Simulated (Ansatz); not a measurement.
**NbP: further runs on the relaxed cell**

An exercise on one series of results from a longer session: the logs are not shown, and one member is left open.

Method: DFT PBEsol, scalar-relativistic, plane waves, PAW, in Ansatz 0.2.0.

1 further run of the same task is left out (set aside as unsound or not needed).

### The starting structure

It takes space group I4_1md (No. 109, tetragonal). The conventional cell has a = 3.320 Å, b = 3.320 Å, c = 11.290 Å, α = 90.00°, β = 90.00°, γ = 90.00°. Around Nb (site symmetry 2mm) lie 6 P at 2.52 Å. P (site symmetry 2mm) has 6 Nb at 2.52 Å as nearest neighbours.

As a file:

```cif
data_structure
_symmetry_space_group_name_H-M 'I4_1md'
_symmetry_Int_Tables_number 109
_cell_length_a 3.3203
_cell_length_b 3.3203
_cell_length_c 11.2904
_cell_angle_alpha 90.000
_cell_angle_beta 90.000
_cell_angle_gamma 90.000
_cell_volume 124.47
loop_
_atom_site_label
_atom_site_type_symbol
_atom_site_symmetry_multiplicity
_atom_site_Wyckoff_symbol
_atom_site_fract_x
_atom_site_fract_y
_atom_site_fract_z
_atom_site_occupancy
Nb1 Nb 4 a 0.50000 0.50000 0.00019 1
P1 P 4 a 0.00000 0.00000 0.08244 1
```

It goes back to an entry of the Materials Project.

It is the result of an earlier relaxation at this level (volume 15.56 Å³/atom; gap on the mesh: none (metal)).

The first run:

input.yaml reads:

```yaml
crystal:
  lattice:
    - [-1.6433549315, 1.6433549315, 5.5881678925]
    - [1.6433549315, -1.6433549315, 5.5881678925]
    - [1.6433549315, 1.6433549315, -5.5881678925]
  atoms:
    - { symbol: Nb, position: [0.7501874487, 0.7501874487, 0.0] }
    - { symbol: Nb, position: [0.5001874487, 1.0001874487, 0.5] }
    - { symbol: P, position: [0.3324411263, 0.3324411263, 0.0] }
    - { symbol: P, position: [0.0824411263, 0.5824411263, 0.5] }
basis:
  ecutwfc: 420
kpoints:
  mp_grid: { grid: [18, 18, 18] }
hamiltonian:
  xc: pbesol
scf:
  occupations: { method: gaussian, width: 0.1 }
output:
  forces: true
  stress: true
  eigenvalues: true
relax:
  adjacent_minimum: "off"
  f_tol: 0.01
  max_steps: 30
  cell: { stress_tol: 0.1, fix: [volume] }
```

Started as:

```console
> ansatz run input.yaml --threads 1 --pin off --max-ram 2560MiB --backend cpu --events-out ev --progress --plain --runs-dir out
```

Steps of the session up to this table: The cell scaled to 0.97 of its volume; Point at V/V0 = 1.03; The cell scaled to 0.94 of its volume; Point at V/V0 = 1.06; Volume × 0.91; The cell scaled to 1.10 of its volume; The cell scaled to 0.88 of its volume.

One table of the session follows, with a row left open; its other results are not shown here.

It belongs to the step «Energy against volume». 

```
volume (Å³/atom)  energy above the lowest point (meV/atom)  pressure (GPa)
          13.691                                     173.8           33.25
          14.158                                      92.4           22.93
          14.625                                      38.9           14.08
          15.091                                         ?               ?
          15.558                                       0.0           -0.01
          16.025                                       8.4           -5.60
          16.492                                      31.8          -10.37
          17.114                                      82.7          -15.67
```

Q: Estimate the row for volume (Å³/atom) = 15.091 from the others.

Worked estimate for «energy above the lowest point (meV/atom)». A straight line through the neighbours (14.625, 38.9) and (15.558, 0.0) gives 38.9 + (0.0 − 38.9) × (15.091 − 14.625) / (15.558 − 14.625) = 19.5; a parabola fitted to 4 rows on both sides gives 9.2.

**Answer.** energy above the lowest point (meV/atom): 9.2; pressure (GPa): 6.49. In «energy above the lowest point (meV/atom)» the line misses by +10.3 and the parabola by 0.0.
